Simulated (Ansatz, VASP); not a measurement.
Two plane-wave programs on SrO

INCAR

```
PREC = Accurate
ENCUT = 520
EDIFF = 1E-6
ISMEAR = 0
SIGMA = 0.05
LREAL = False
LASPH = True
NELM = 60
ALGO = Normal
ISIF = 2
LWAVE = False
LCHARG = False
NBANDS = 24
```

File KPOINTS:

```
regular mesh
0
Gamma
  9 9 4
```

The input POSCAR:

```
SrO
1.0
    3.2557369077      0.0000000000      0.0000000000
   -1.6278684539      2.8195508701      0.0000000000
    0.0000000000      0.0000000000      7.4056696717
Sr O
2 2
Direct
    0.3333333333      0.6666666667      0.2500000000
    0.6666666667      0.3333333333      0.7500000000
    0.0000000000      0.0000000000      0.0000000000
    0.0000000000      0.0000000000      0.5000000000
```

Input for Ansatz:

```yaml
crystal:
  lattice:
    - [3.2557369077, 0.0, 0.0]
    - [-1.6278684539, 2.8195508701, 0.0]
    - [0.0, 0.0, 7.4056696717]
  atoms:
    - { symbol: Sr, position: [0.3333333333, 0.6666666667, 0.25] }
    - { symbol: Sr, position: [0.6666666667, 0.3333333333, 0.75] }
    - { symbol: O, position: [0.0, 0.0, 0.0] }
    - { symbol: O, position: [0.0, 0.0, 0.5] }
basis:
  ecutwfc: 420
kpoints:
  mp_grid: { grid: [9, 9, 4] }
hamiltonian:
  xc: lda
scf:
  occupations: { method: gaussian, width: 0.05 }
output:
  forces: true
  stress: true
  eigenvalues: true
```

Alike in both runs: task single point; functional LDA; k mesh 9 × 9 × 4; occupations gaussian, width 0.05 eV; no spin polarisation.

|  | VASP | Ansatz |
| --- | --- | --- |
| version | VASP 6.6.1 | Ansatz 0.2.0 |
| potentials or method | VASP PAW LDA potentials, release 64 (Sr_sv, O) | scalar-relativistic, plane waves, PAW |
| plane-wave cutoff (eV) | 520 | 420 |
| valence electrons in the cell | 32 | 32 |

|  | VASP | Ansatz | Ansatz less VASP |
| --- | --- | --- | --- |
| gap on the k mesh at the Fermi level (eV) | 1.38 | 1.40 | +0.012 |
| least direct gap on the mesh (eV) | 1.38 | 1.40 | +0.012 |
| pressure (GPa) | -8.1 | -8.7 | -0.63 |
| largest component of the traceless stress (GPa) | 39.43 | 39.47 | +0.043 |

Caveats: an odd mesh through Γ misses points on the zone boundary, where band edges often lie. As with any semilocal functional, this LDA gap is likely too small.
